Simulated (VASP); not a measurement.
# PbSe (Clausthalite): the relaxed cell at several levels of theory, part 2 of 2

Aim: relax PbSe (Clausthalite) at several levels of theory and compare the cells. The starting structure is a measured crystal structure from the Crystallography Open Database. The first relaxation on each setting starts from this cell expanded by 3 % in volume.

VASP 6.6.1.

Results so far: PBEsol 28.40 Å³ an atom; LDA 27.57 Å³ an atom; PBE 30.03 Å³ an atom; PBEsol + D3(BJ) 27.29 Å³ an atom.

## Step 6: Relaxation with r2SCAN

Level of this step: r2SCAN; plane waves and PAW (Pb_d, Se) (VASP).

r2SCAN adds the kinetic-energy density, costs more than a GGA and is run with LASPH.

The input, INCAR:

```
SYSTEM = PbSe
PREC = Accurate
ENCUT = 450
EDIFF = 1E-06
NELM = 100
ISMEAR = 0
SIGMA = 0.03
LREAL = .FALSE.
ALGO = Normal
METAGGA = R2SCAN
LASPH = .TRUE.
NBANDS = 16
LORBIT = 11
LWAVE = .FALSE.
LCHARG = .FALSE.
KPAR = 4
IBRION = 2
NSW = 50
ISIF = 3
EDIFFG = -0.006
```

The input, POSCAR:

```
PbSe
1.0
    0.0000000000      3.0909554363      3.0909554363
    3.0909554363      0.0000000000      3.0909554363
    3.0909554363      3.0909554363      0.0000000000
Pb Se
1 1
Direct
    0.0000000000      0.0000000000      0.0000000000
    0.5000000000      0.5000000000      0.5000000000
```

The input, KPOINTS:

```
Automatic mesh
0
Gamma
6 6 6
0 0 0
```

Potentials, in the order of the species: Pb_d and Se (PBE family, release 64).

The run is started by

```bash
mpirun -np 4 vasp_std
```

What it wrote:

```text
[banner, memory and clock lines left out]
running    4 mpi-ranks, on    1 nodes
[...]
[... a notice as in an earlier step ...]

 LDA part: xc-table for (None), standard interpolation
 POSCAR, INCAR and KPOINTS ok, starting setup
[...]
entering main loop
       N       E                     dE             d eps       ncg     rms          rms(c)
DAV:   1     0.847504754264E+02    0.84750E+02   -0.90532E+03   512   0.113E+03
DAV:   2    -0.657260661511E+02   -0.15048E+03   -0.14628E+03   536   0.305E+02
DAV:   3    -0.764734891250E+02   -0.10747E+02   -0.10704E+02   704   0.880E+01
DAV:   4    -0.766904888702E+02   -0.21700E+00   -0.21691E+00   600   0.153E+01
[...]
DAV:  11    -0.719409416639E+02   -0.86143E-04   -0.47510E-04   688   0.292E-01    0.483E-02
DAV:  12    -0.719409095287E+02    0.32135E-04   -0.92652E-05   680   0.148E-01    0.712E-03
DAV:  13    -0.719409095957E+02   -0.66979E-07   -0.81056E-06   720   0.362E-02
   1 F= -.71940910E+02 E0= -.71940910E+02  d E =-.719409E+02
[... from here on, the cycles between the ionic steps are left out ...]
   2 F= -.71940938E+02 E0= -.71940938E+02  d E =-.285965E-04
   3 F= -.71940947E+02 E0= -.71940947E+02  d E =-.372088E-04
   4 F= -.71940944E+02 E0= -.71940944E+02  d E =-.341872E-04
[...]
reached required accuracy - stopping structural energy minimisation
```

Run time: 27 s. Hardware: 4 MPI ranks of AMD EPYC 9R45, shared host; peak memory 0.6 GiB; 1.7 min of CPU time.

From OUTCAR (step 6):

```text
  Total       -0.0033391     -0.0033391     -0.0033391      0.0000000      0.0000000     -0.0000000
  in kB       -0.0907088     -0.0907088     -0.0907088      0.0000000      0.0000000     -0.0000000
  external PRESSURE =      -0.0907088 kB  Pullay stress =       0.0000000 kB

 POSITION                                       TOTAL-FORCE (eV/Angst)
 -----------------------------------------------------------------------------------
      0.00000      0.00000      0.00000         0.000000      0.000000     -0.000000
      3.08948      3.08948      3.08948        -0.000000     -0.000000      0.000000
 -----------------------------------------------------------------------------------
    total drift:                               -0.000000      0.000000      0.000000

  FREE ENERGIE OF THE ION-ELECTRON SYSTEM (eV)
  ---------------------------------------------------
  free  energy   TOTEN  =       -71.9409437829 eV

  energy  without entropy=      -71.9409437829  energy(sigma->0) =      -71.94094378

[... 2 parts as in an earlier step ...]

[... 2 further parts left out ...]
[key lines of the parts left out:]
E-fermi :   4.7497
```

With r2SCAN the relaxed cell holds 29.489 Å³ an atom, +2.85 % against the measured cell, with a = 6.179 Å. That is +3.84 % from PBEsol.

## Step 7: Relaxation with r2SCAN + rVV10

rVV10 adds a nonlocal correlation energy for dispersion. This run starts from the cell of an earlier relaxation, which isn't shown; the restart sets up the plane waves anew.

Changes to INCAR since step 6:

```diff
@@ -10,2 +10,6 @@
 METAGGA = R2SCAN
+LUSE_VDW = .TRUE.
+IVDW_NL = 2
+BPARAM = 11.95
+CPARAM = 0.0093
 LASPH = .TRUE.
```

The input, POSCAR:

```
PbSe
1.0
    0.0000000000      3.0735102477      3.0735102477
    3.0735102477      0.0000000000      3.0735102477
    3.0735102477      3.0735102477      0.0000000000
Pb Se
1 1
Direct
    0.0000000000      0.0000000000      0.0000000000
    0.5000000000      0.5000000000      0.5000000000
```

KPOINTS is that of step 6.

The run is started by

```bash
mpirun -np 4 vasp_std
```

What it wrote:

```text
[banner, memory and clock lines left out]
running    4 mpi-ranks, on    1 nodes
[...]
|                                                                             |
|               ----> ADVICE to this user running VASP <----                  |
|                                                                             |
|     You have switched on vdW-DFT.                                           |
|     This routine was written and supplied by Jiri Klimes. We recommend      |
|     that you carefully read and cite the following publications:            |
|       J. Klimes, D.R. Bowler, A. Michelides                                 |
|          J. Phys.: Cond Matt. 22 022201 (2010)                              |
|       J. Klimes, D.R. Bowler, A. Michelides                                 |
|          Phys. Rev. B. 83, 195131 (2011)                                    |
|     and references therein.                                                 |
|                                                                             |

[...]
DAV:  11    -0.714158444465E+02   -0.73346E-04   -0.33785E-04   672   0.240E-01    0.387E-02
Total rVV10 correction in eV:      0.5218998    22.7561796
Total rVV10 correction in eV:      0.5218998    22.7561796
Total rVV10 correction in eV:      0.5218998    22.7561796
Total rVV10 correction in eV:      0.5218998    22.7561796
DAV:  12    -0.714158214417E+02    0.23005E-04   -0.66794E-05   680   0.126E-01    0.611E-03
Total rVV10 correction in eV:      0.5219376    22.7561796
Total rVV10 correction in eV:      0.5219376    22.7561796
Total rVV10 correction in eV:      0.5219376    22.7561796
Total rVV10 correction in eV:      0.5219376    22.7561796
DAV:  13    -0.714158215998E+02   -0.15807E-06   -0.63851E-06   712   0.324E-02
Total rVV10 correction in eV:      0.5219274    22.7561796
Total rVV10 correction in eV:      0.5219274    22.7561796
Total rVV10 correction in eV:      0.5219274    22.7561796
Total rVV10 correction in eV:      0.5219274    22.7561796
Total rVV10 correction in eV:      0.5219345    22.7561796
Total rVV10 correction in eV:      0.5219345    22.7561796
Total rVV10 correction in eV:      0.5219345    22.7561796
Total rVV10 correction in eV:      0.5219345    22.7561796
   1 F= -.71415822E+02 E0= -.71415822E+02  d E =-.714158E+02
[...]
reached required accuracy - stopping structural energy minimisation
```

Wall time 25 s (4 MPI ranks); peak memory 1 GiB.

Parts of OUTCAR (step 7):

```text
  Total       -0.0033367     -0.0033367     -0.0033367      0.0000000     -0.0000000     -0.0000000
  in kB       -0.0920635     -0.0920635     -0.0920635      0.0000000     -0.0000000     -0.0000000
  external PRESSURE =      -0.0920635 kB  Pullay stress =       0.0000000 kB

 POSITION                                       TOTAL-FORCE (eV/Angst)
 -----------------------------------------------------------------------------------
      0.00000      0.00000      0.00000         0.000000     -0.000000      0.000000
      3.07351      3.07351      3.07351        -0.000000      0.000000     -0.000000
 -----------------------------------------------------------------------------------
    total drift:                               -0.000000      0.000000      0.000000

  FREE ENERGIE OF THE ION-ELECTRON SYSTEM (eV)
  ---------------------------------------------------
  free  energy   TOTEN  =       -71.4158215998 eV

  energy  without entropy=      -71.4158215998  energy(sigma->0) =      -71.41582160

[... 2 parts as in an earlier step ...]

[... 2 further parts left out ...]
[key lines of the parts left out:]
E-fermi :   4.8782
```

With r2SCAN + rVV10 the relaxed cell holds 29.034 Å³ an atom, +1.27 % against the measured cell, with a = 6.147 Å. That is +2.24 % from PBEsol.

## Step 8: All runs side by side

```tsv
level	volume (Å³/atom)	against the measured cell (%)	a (Å)	pressure left (GPa)	core minutes
PBEsol	28.397	-0.96	6.1017	0.0	0.547
LDA	27.572	-3.83	6.0421	0.03	0.507
PBE	30.033	4.75	6.2168	-0.01	0.533
PBEsol + D3(BJ)	27.287	-4.83	6.0212	-0.03	0.827
r2SCAN	29.489	2.85	6.179	-0.01	1.8
r2SCAN + rVV10	29.034	1.27	6.147	-0.01	5.93
```

Core minutes are wall time times ranks, summed over the relaxations behind a row (those for a bulk modulus apart), on shared hosts.

## Step 9: Summary of results

```
volume, PBEsol          : 28.40 Å³/atom
volume, LDA             : 27.57 Å³/atom
volume, PBE             : 30.03 Å³/atom
volume, PBEsol + D3(BJ) : 27.29 Å³/atom
volume, r2SCAN          : 29.49 Å³/atom
volume, r2SCAN + rVV10  : 29.03 Å³/atom
```

Across 6 levels the volume of PbSe (Clausthalite) spans 10.1 %, from 27.29 Å³ an atom (PBEsol + D3(BJ)) to 30.03 Å³ (PBE). Against the measured volume of the starting structure, PBEsol comes nearest (-1.0 %) and PBEsol + D3(BJ) lies farthest (-4.8 %). The measured cell holds zero-point expansion and, unless it was taken cold, thermal expansion, which the runs lack, so small differences decide nothing. Adding D3(BJ) to PBEsol changes the volume by -3.9 %. Adding rVV10 to r2SCAN changes the volume by -1.5 %. LASPH is on in some of these runs and off in others, which adds a little to the differences. Spin-orbit coupling is left out of all runs, which can matter with elements this heavy. All runs keep the symmetry of the start, so they can't find a distortion of lower symmetry. Further runs on this material are not shown.

[Lines on the potential files, build, host, timing and source positions are cut from VASP's logs without a mark.]

[Logs are printed without paths, hosts, clocks, repeated set-up lines and the standing remarks that a program may print on its own settings, such as how far it seeks lower states.]

[Hosts, paths, dates, database ids (printed as entryN), source tags and the programs' standing remarks are cut or masked in the printed files.]
